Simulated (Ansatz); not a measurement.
**Se: eigenvalues along the path**

```yaml
crystal:
  lattice:
    - [5.51057, 3.18153, 1.47633]
    - [-5.51057, 3.18153, 1.47633]
    - [0.00000, -6.36306, 1.47633]
  atoms:
    - { symbol: Se, position: [0.28066, 0.16251, 0.91818] }
    - { symbol: Se, position: [0.91818, 0.28066, 0.16251] }
    - { symbol: Se, position: [0.16251, 0.91818, 0.28066] }
    - { symbol: Se, position: [0.71934, 0.83749, 0.08182] }
    - { symbol: Se, position: [0.08182, 0.71934, 0.83749] }
    - { symbol: Se, position: [0.83749, 0.08182, 0.71934] }
```

Atoms are numbered in the order listed.

The cell is COD entry 9013138, as deposited and not checked against the literature; nothing was relaxed. The listed cell was then made from it by scaling, straining or moving an atom.

The calculation used DFT, PBE, all-electron LAPW, scalar-relativistic (Ansatz 0.2.0).

Numerical set-up: a Γ-centred 6×6×6 k mesh, Fermi–Dirac smearing of 0.01 eV, basis error target 1 meV/atom, no spin polarisation.

Path points, in fractions of the reciprocal vectors: Γ (0.000, 0.000, 0.000), L (0.500, 0.000, 0.000), T (0.500, -0.500, 0.500), P0 (0.203, -0.797, 0.203), P2 (0.203, 0.203, 0.203), F (0.500, -0.500, 0.000). Levels in eV from the valence-band top; bands 55 to 85, counted from the lowest band of the run. The gap is 1.53 eV, indirect from T (0.5, -0.5, 0.5) to the line P0 (0.203, -0.797, 0.203)–P2 (0.203, 0.203, 0.203).

```
# k(1/Å) point b55 b56 b57 b58 b59 b60 b61 b62 b63 b64 b65 b66 b67 b68 b69 b70 b71 b72 b73 b74 b75 b76 b77 b78 b79 b80 b81 b82 b83 b84 b85
0.000 Γ -16.21 -14.28 -14.28 -11.84 -11.84 -10.00 -5.95 -5.08 -4.58 -4.58 -2.73 -2.73 -2.31 -1.39 -0.69 -0.69 -0.66 -0.66 2.15 2.15 3.04 3.04 3.07 3.22 6.64 6.70 6.70 6.96 6.96 7.34 7.81
0.156 - -16.18 -14.30 -14.28 -11.84 -11.80 -10.01 -5.89 -5.11 -4.70 -4.63 -2.85 -2.72 -2.50 -1.14 -0.94 -0.82 -0.50 -0.35 1.99 2.12 2.83 3.10 3.15 3.48 6.38 6.69 6.79 7.09 7.19 7.37 8.49
0.313 - -16.10 -14.37 -14.30 -11.85 -11.70 -10.05 -5.77 -5.22 -4.88 -4.73 -3.26 -2.76 -2.74 -1.08 -0.86 -0.72 -0.37 -0.30 1.83 2.08 2.58 3.22 3.33 3.76 6.15 6.68 7.04 7.17 7.68 8.17 8.90
0.469 - -15.99 -14.45 -14.31 -11.86 -11.56 -10.13 -5.72 -5.34 -4.86 -4.76 -3.77 -2.99 -2.83 -1.32 -0.80 -0.59 -0.43 -0.29 2.05 2.08 2.44 3.33 3.43 3.93 6.43 6.69 7.27 7.47 8.44 8.95 9.13
0.626 - -15.90 -14.53 -14.32 -11.86 -11.45 -10.20 -5.81 -5.34 -4.80 -4.52 -4.17 -3.19 -3.00 -1.53 -1.01 -0.76 -0.30 -0.26 2.06 2.19 2.74 3.38 3.46 3.91 6.56 7.24 7.53 7.87 9.01 9.25 9.64
0.782 L -15.85 -14.56 -14.32 -11.87 -11.41 -10.24 -5.86 -5.33 -4.75 -4.48 -4.17 -3.37 -3.09 -1.49 -1.29 -0.74 -0.26 -0.25 2.04 2.19 3.01 3.39 3.49 3.83 6.56 7.43 8.01 8.05 9.10 9.12 10.01
0.896 - -15.84 -14.56 -14.34 -11.87 -11.48 -10.13 -5.81 -5.37 -4.75 -4.47 -4.17 -3.31 -3.04 -1.64 -1.24 -0.76 -0.65 -0.06 1.96 2.24 3.02 3.42 3.56 3.93 6.65 7.60 7.72 8.42 8.82 8.93 9.77
1.010 - -15.80 -14.56 -14.40 -11.88 -11.64 -9.88 -5.71 -5.40 -4.78 -4.51 -4.05 -3.25 -2.96 -1.86 -1.22 -1.14 -0.75 -0.04 1.81 2.12 3.07 3.39 3.89 4.21 6.84 7.56 8.07 8.25 8.50 9.07 9.63
1.124 - -15.74 -14.57 -14.47 -11.90 -11.78 -9.62 -5.66 -5.30 -4.87 -4.54 -3.83 -3.35 -3.04 -1.86 -1.50 -1.12 -0.89 -0.03 1.73 1.93 2.60 3.79 4.25 4.48 6.99 7.40 7.98 8.42 8.81 9.23 9.82
1.238 - -15.69 -14.57 -14.54 -11.91 -11.88 -9.42 -5.60 -5.16 -5.02 -4.40 -3.68 -3.47 -3.39 -1.63 -1.53 -1.17 -1.10 -0.01 1.73 1.79 2.19 3.88 4.60 4.67 7.06 7.15 7.99 8.83 9.13 9.52 9.77
1.352 T -15.67 -14.57 -14.57 -11.91 -11.91 -9.34 -5.54 -5.13 -5.13 -4.19 -3.70 -3.70 -3.42 -1.48 -1.48 -1.23 -1.23 0.00 1.74 1.74 2.05 3.86 4.74 4.74 7.06 7.06 8.06 8.99 9.15 9.98 9.98
1.605 - -15.70 -14.62 -14.62 -11.85 -11.85 -9.34 -5.63 -4.99 -4.99 -4.01 -3.63 -3.63 -3.29 -1.54 -1.54 -1.12 -1.12 -0.31 1.94 1.94 2.21 4.00 4.30 4.30 7.24 7.24 7.61 8.12 8.58 8.58 8.96
1.858 - -15.76 -14.72 -14.72 -11.73 -11.73 -9.41 -5.71 -4.59 -4.59 -3.77 -3.65 -3.65 -2.82 -1.55 -1.55 -1.09 -0.88 -0.88 2.11 2.11 2.63 3.68 3.68 3.94 6.58 6.58 6.66 8.02 8.02 8.32 8.36
2.112 - -15.79 -14.75 -14.75 -11.61 -11.61 -9.67 -5.68 -4.25 -4.25 -3.85 -3.85 -3.81 -2.36 -1.52 -1.44 -1.44 -0.89 -0.89 2.29 2.29 2.68 3.54 3.54 3.73 5.85 5.92 5.92 7.61 8.26 8.26 8.93
2.365 - -15.79 -14.67 -14.67 -11.55 -11.55 -10.03 -5.55 -4.66 -4.66 -4.25 -3.72 -3.72 -2.64 -1.36 -1.36 -0.97 -0.97 -0.90 2.09 3.05 3.05 3.22 3.22 3.72 5.74 6.40 6.40 7.52 9.04 9.04 9.53
2.618 P0 -15.82 -14.53 -14.53 -11.55 -11.55 -10.30 -5.34 -5.15 -5.15 -4.84 -3.68 -3.68 -2.94 -1.22 -1.22 -0.67 -0.67 -0.45 1.70 2.64 2.64 3.52 3.67 3.67 6.76 7.61 7.61 8.02 8.76 9.31 9.31
2.931 - -15.82 -14.74 -14.57 -11.72 -11.45 -9.96 -5.53 -4.97 -4.41 -4.00 -3.95 -3.56 -2.70 -1.48 -1.21 -1.07 -0.79 -0.78 2.08 2.67 2.89 3.15 3.47 3.87 5.68 6.25 6.46 7.65 8.59 8.91 9.38
3.244 - -15.95 -14.69 -14.48 -11.89 -11.54 -9.67 -5.52 -5.06 -4.43 -4.27 -3.30 -3.24 -2.31 -1.53 -1.32 -0.99 -0.85 -0.46 1.71 2.10 2.60 3.34 3.46 3.96 5.75 6.04 6.95 7.36 8.07 8.24 8.65
3.556 - -16.01 -14.48 -14.38 -11.88 -11.67 -9.85 -5.50 -5.36 -4.99 -4.44 -3.47 -2.97 -2.67 -1.35 -0.93 -0.83 -0.62 -0.22 1.53 2.22 2.46 3.43 3.70 3.76 6.25 6.68 7.33 7.90 7.98 8.17 8.65
3.869 - -15.93 -14.42 -14.35 -11.75 -11.60 -10.23 -5.58 -5.39 -5.19 -4.87 -3.74 -3.25 -2.94 -1.30 -0.88 -0.47 -0.46 -0.19 1.76 2.20 2.39 3.45 3.61 3.86 6.83 7.24 7.71 8.17 8.64 8.79 9.58
4.182 P2 -15.82 -14.53 -14.53 -11.55 -11.55 -10.30 -5.34 -5.15 -5.15 -4.84 -3.68 -3.68 -2.94 -1.22 -1.22 -0.67 -0.67 -0.45 1.70 2.64 2.64 3.52 3.67 3.67 6.76 7.61 7.61 8.02 8.76 9.31 9.31
4.354 - -15.89 -14.42 -14.42 -11.61 -11.61 -10.34 -5.32 -5.30 -5.30 -5.12 -3.56 -3.56 -3.07 -1.05 -1.05 -0.42 -0.42 -0.28 1.61 2.29 2.29 3.52 3.74 3.74 6.99 7.89 7.89 8.16 8.88 9.17 9.17
4.527 - -15.99 -14.35 -14.35 -11.68 -11.68 -10.27 -5.58 -5.26 -5.26 -5.11 -3.32 -3.32 -3.05 -0.96 -0.96 -0.28 -0.24 -0.24 1.74 2.09 2.09 3.62 3.62 3.65 6.51 7.51 7.51 7.68 8.47 8.47 9.27
4.699 - -16.10 -14.30 -14.30 -11.76 -11.76 -10.14 -5.79 -5.11 -5.03 -5.03 -3.00 -3.00 -2.87 -0.96 -0.96 -0.58 -0.20 -0.20 2.04 2.04 2.15 3.39 3.39 3.65 6.28 6.97 6.97 7.27 7.87 7.87 9.06
4.872 - -16.18 -14.28 -14.28 -11.82 -11.82 -10.04 -5.91 -5.09 -4.73 -4.73 -2.78 -2.78 -2.55 -1.07 -0.91 -0.91 -0.37 -0.37 2.10 2.10 2.68 3.15 3.15 3.47 6.50 6.69 6.69 7.07 7.30 7.30 8.62
5.044 Γ -16.21 -14.28 -14.28 -11.84 -11.84 -10.00 -5.95 -5.08 -4.58 -4.58 -2.73 -2.73 -2.31 -1.39 -0.69 -0.69 -0.66 -0.66 2.15 2.15 3.04 3.04 3.07 3.22 6.64 6.70 6.70 6.96 6.96 7.34 7.81
5.158 - -16.19 -14.33 -14.30 -11.86 -11.79 -9.95 -5.87 -5.14 -4.57 -4.52 -2.83 -2.77 -2.35 -1.35 -0.85 -0.79 -0.54 -0.51 1.86 2.09 2.88 3.09 3.29 3.38 6.40 6.70 6.79 6.86 7.10 7.67 8.08
5.272 - -16.11 -14.48 -14.34 -11.91 -11.67 -9.84 -5.64 -5.27 -4.54 -4.41 -3.07 -2.85 -2.40 -1.32 -1.08 -0.83 -0.51 -0.42 1.62 1.96 2.64 3.21 3.54 3.60 6.02 6.58 6.77 7.13 7.45 8.19 8.53
5.386 - -16.00 -14.67 -14.38 -11.96 -11.52 -9.73 -5.45 -5.26 -4.49 -4.30 -3.40 -2.92 -2.41 -1.39 -1.26 -0.92 -0.77 -0.32 1.72 1.93 2.41 3.31 3.69 3.80 5.67 6.39 6.83 7.28 7.78 8.49 8.74
5.500 - -15.89 -14.84 -14.42 -12.00 -11.39 -9.66 -5.54 -4.82 -4.43 -4.23 -3.78 -2.97 -2.43 -1.49 -1.42 -1.12 -0.88 -0.24 1.75 2.04 2.38 3.35 3.71 4.00 5.41 6.29 6.84 7.30 7.93 8.44 8.62
5.614 F -15.84 -14.92 -14.43 -12.01 -11.34 -9.63 -5.58 -4.44 -4.40 -4.31 -4.01 -2.99 -2.46 -1.55 -1.48 -1.19 -0.92 -0.21 1.77 1.98 2.50 3.36 3.70 4.06 5.30 6.27 6.84 7.31 7.97 8.37 8.50
```
